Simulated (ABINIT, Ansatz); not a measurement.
# NaF (Villiaumite): G0W0 with ABINIT, start to end, part 3 of 3

How does a plane-wave GW calculation on NaF (Villiaumite) run from the first input to the gap?

ABINIT 10.8.3; PBE and many-body steps on it, plane waves. Known limits of the many-body steps: not at the basis limit.

So far. Step 4 (Empty states on the mesh, 6×6×6 mesh, 151 bands): On this mesh the gap is 6.390 eV. Step 5 (Screening, 6×6×6 mesh, 143 bands, screening to 239.5 eV): Local fields lower ε∞ by 5 %.

The database entry behind the starting cell differs from later determinations by our own check (0.1 to 0.3 % short, probably kX units), so it need not match the best structure at ambient conditions.

### Step 6. Self-energy, 6×6×6 mesh, 143 bands, screening to 239.5 eV

The self-energy is evaluated for the states that the input lists, and the levels follow from it, in one-shot runs by the linearised quasiparticle equation.

This step: G0W0 on PBE, plane waves, norm-conserving pseudopotentials.

Contents of run.abi:

```
acell 3*1.0 Angstrom
rprim 
  0.000000000000 2.310000000000 2.310000000000
  2.310000000000 0.000000000000 2.310000000000
  2.310000000000 2.310000000000 0.000000000000
ntypat 2
znucl 11 9
natom 2
typat 1 2
xred 
  0.000000000000 0.000000000000 0.000000000000
  0.500000000000 0.500000000000 0.500000000000
pp_dirpath "pseudos"
pseudos "Na.upf, F.upf"
ecut 38
ngkpt 6 6 6
nshiftk 1
shiftk 0 0 0
kptopt 1
chksymbreak 0
istwfk *1
occopt 1
irdwfk 1
optdriver 4
nband 143
gwcalctyp 0
ecutsigx 38
symsigma 1
nkptgw 1
kptgw 
  0.0000000000 0.0000000000 0.0000000000
bdgw 
  6 12
ecuteps 8.8
irdscr 1
ppmodel 1
indata_prefix "in"
outdata_prefix "out"
tmpdata_prefix "tmp"
```

Launch:

```
$ OMP_NUM_THREADS=1 mpirun -n 8 abinit run.abi > log
```

Numbers of over 12 decimals in the logs are rounded to 6 here.

The program printed:

```text
.Version 10.8.3 of ABINIT. v10.8.2 released Aug 2026.

 Symmetries : space group Fm -3 m (#225); Bravais cF (face-center cubic)
[... echo of the input left out ...]
== DATASET  1 ==================================================================
-   mpi_nproc: 8, omp_nthreads: 1 (-1 if OMP is not activated)

--- !DatasetInfo
iteration_state: {dtset: 1, }
dimensions: {natom: 2, nkpt: 16, mband: 143, nsppol: 1, nspinor: 1, nspden: 1, mpw: 1874, }
cutoff_energies: {ecut:  38.0, pawecutdg:  -1.0, }
electrons: {nelect:   1.60000000E+01, charge:   0.00000000E+00, occopt:   1.00000000E+00, tsmear:   1.00000000E-02, }

 SIGMA: Calculation of the GW corrections

 Based on a program developped by R.W. Godby, V. Olevano, G. Onida, and L. Reining.
 Incorporated in ABINIT by V. Olevano, G.-M. Rignanese, and M. Torrent.
.Using double precision arithmetic ; gwpc =  8

[... cell and pseudopotentials left out ...]
--------------------------------------------------------------------------------

 ==== K-mesh for the wavefunctions ====
 Number of points in the irreducible wedge :    16
[... list of points left out ...]
 Together with 48 symmetry operations and time-reversal symmetry
 yields   216 points in the full Brillouin Zone.

 ==== Q-mesh for screening function ====
 Number of points in the irreducible wedge :    16
[... list of points left out ...]
 Together with 48 symmetry operations and time-reversal symmetry
 yields   216 points in the full Brillouin Zone.

 vcoul_init : cutoff-mode = AUXILIARY_FUNCTION
 q-points for optical limit:   1
     1)      0.000010    0.000020    0.000030
 setmesh: FFT mesh size selected  =    36x   36x   36
          total number of points  =        46656

 Number of electrons calculated from density =   16.0000; Expected =   16.0000
 average of density, n =  0.096174
 r_s =    1.3540
 omega_plasma =   29.9147 [eV]

 === KS Band Gaps ===
  >>>> For spin  1
   Minimum direct gap =   6.3895 [eV], located at k-point      :   0.0000  0.0000  0.0000
   Fundamental gap    =   6.3895 [eV], Top of valence bands at :   0.0000  0.0000  0.0000
                                       Bottom of conduction at :   0.0000  0.0000  0.0000
 SIGMA fundamental parameters:
 PLASMON POLE MODEL  1
 number of plane-waves for SigmaX                 1837
 number of plane-waves for SigmaC and W            181
 number of plane-waves for wavefunctions          1837
 number of bands                                   143
 number of independent spin polarizations            1
 number of spinorial components                      1
 number of k-points in IBZ                          16
 number of q-points in IBZ                          16
 number of symmetry operations                      48
 number of k-points in BZ                          216
 number of q-points in BZ                          216
 number of frequencies for dSigma/dE                 9
 frequency step for dSigma/dE [eV]                0.25
 number of omega for Sigma on real axis              0
 max omega for Sigma on real axis  [eV]           0.00
 zcut for avoiding poles [eV]                     0.10

 EPSILON^-1 parameters (SCR file):
 dimension of the eps^-1 matrix on file            181
 dimension of the eps^-1 matrix used               181
 number of plane-waves for wavefunctions          1837
 number of bands                                   143
 number of q-points in IBZ                          16
 number of frequencies                               2
 number of real frequencies                          1
 number of imag frequencies                          1

 matrix elements of self-energy operator (all in [eV])

 Perturbative Calculation

--- !SelfEnergy_ee
iteration_state: {dtset: 1, }
kpoint     : [   0.000,    0.000,    0.000, ]
spin       : 1
KS_gap     :    6.390
QP_gap     :   10.565
Delta_QP_KS:    4.176
data: !SigmaeeData |
     Band     E0 <VxcDFT>   SigX SigC(E0)      Z dSigC/dE  Sig(E)    E-E0       E
        6  -1.330 -22.508 -30.235   4.307   0.824  -0.213 -25.328  -2.820  -4.149
        7  -1.330 -22.508 -30.235   4.307   0.824  -0.213 -25.328  -2.820  -4.149
        8  -1.330 -22.508 -30.235   4.307   0.824  -0.213 -25.328  -2.820  -4.149
        9   5.060  -9.465  -5.324  -2.642   0.905  -0.105  -8.109   1.356   6.416
       10  17.827  -7.169  -2.170  -3.210   0.903  -0.107  -5.553   1.616  19.443
       11  17.827  -7.169  -2.170  -3.210   0.903  -0.107  -5.553   1.616  19.443
       12  17.827  -7.169  -2.170  -3.210   0.903  -0.107  -5.553   1.616  19.443

== END DATASET(S) ==============================================================
================================================================================

 -outvars: echo values of variables after computation  --------
           etotal      0.0000000000E+00
            nband         143
             nkpt          16
          spgroup         225
 [... the other variables as echoed above ...]

 Calculation completed.
```

It took 3.6 s on 8 MPI ranks of AMD EPYC 9R45, shared host; peak memory 1.4 GiB.

Numbers from this step:

```yaml
g0w0_gap_on_the_points_computed: 10.57 eV
starting_gap_on_the_mesh: 6.390 eV
k_of_the_valence_top: 0, 0, 0
k_of_the_conduction_bottom: 0, 0, 0
z_at_the_valence_top: 0.824
z_at_the_conduction_bottom: 0.905
least_direct_g0w0_gap_on_the_computed_points: 10.57 eV
```

The gap on the mesh goes from 6.39 eV to 10.57 eV, a correction of +4.18 eV.

Limits: finite bands, cutoff and mesh. v1 is the top filled band, c1 the lowest empty one. Levels before and after the correction, in eV, zero at the valence-band top of each column:

|  | conduction bottom | valence top |
| --- | --- | --- |
| Kohn-Sham | 6.39 | 0.00 |
| G0W0 | 10.56 | 0.00 |

```
             level  energy (eV)
Kohn-Sham  Γ v3-v1        0.000
Kohn-Sham     Γ c1        6.390
Kohn-Sham  Γ c2-c4       19.156
     G0W0  Γ v3-v1        0.000
     G0W0     Γ c1       10.565
     G0W0  Γ c2-c4       23.592
```

### Step 7. Where the time went

Times are wall times on 8 MPI ranks of AMD EPYC 9R45, shared host, good to a factor of about two.

```
                          step   time  share  memory (GiB)
                  ground state  3.1 s    9 %          0.59
bands along the symmetry lines  2.5 s    7 %          0.08
      empty states on the mesh  5.2 s   15 %           2.0
                     screening   21 s   59 %           1.7
                   self-energy  3.6 s   10 %           1.4
```

### Step 8. Results

* PBE gap: 6.39 eV, direct
* G0W0 gap on the mesh: 10.57 eV
* GW settings: 6×6×6 mesh, 143 bands, screening to 239.5 eV, Godby-Needs plasmon pole
* known limits: not at the basis limit

G0W0 moves the gap on the mesh from 6.39 eV to 10.57 eV (+4.18 eV), with Z of 0.82 and 0.91 at the edges. Local fields lower the RPA ε∞ on this mesh from 1.90 to 1.80. Only 1 of the mesh's irreducible points was corrected, so a valley elsewhere could overtake. The dearest step here is «screening». Bands and cutoff are finite, so the gap is not at the basis limit. The miss can reach some tenths of an eV and take either sign; the mesh is an error of its own. In the G0W0 run levels were corrected at 1 k point alone, so a gap called «on the mesh» is the least over those, and an edge elsewhere would be missed.

[Paths, hosts, dates, memory and timing lines, banners, echoed tables and standing remarks are left out of the program output.]

[Logs are printed without paths, hosts, clocks, repeated set-up lines and the standing remarks that a program may print on its own settings, such as how far it seeks lower states.]

[Runs of the session that timed out or met a known fault of the program may be left out.]

[Hosts, paths, dates, database ids (printed as entryN), source tags and the programs' standing remarks are cut or masked in the printed files.]

[G0W0 gaps are taken among the corrected bands and points alone; a level outside them can change the order at an edge.]

[Where Ansatz stands beside ABINIT at settings called matched, ABINIT's density can come from a denser mesh and the files from another edition; pairs whose starting gaps differed by over 0.03 eV were left out, so agreement reads better than it is.]
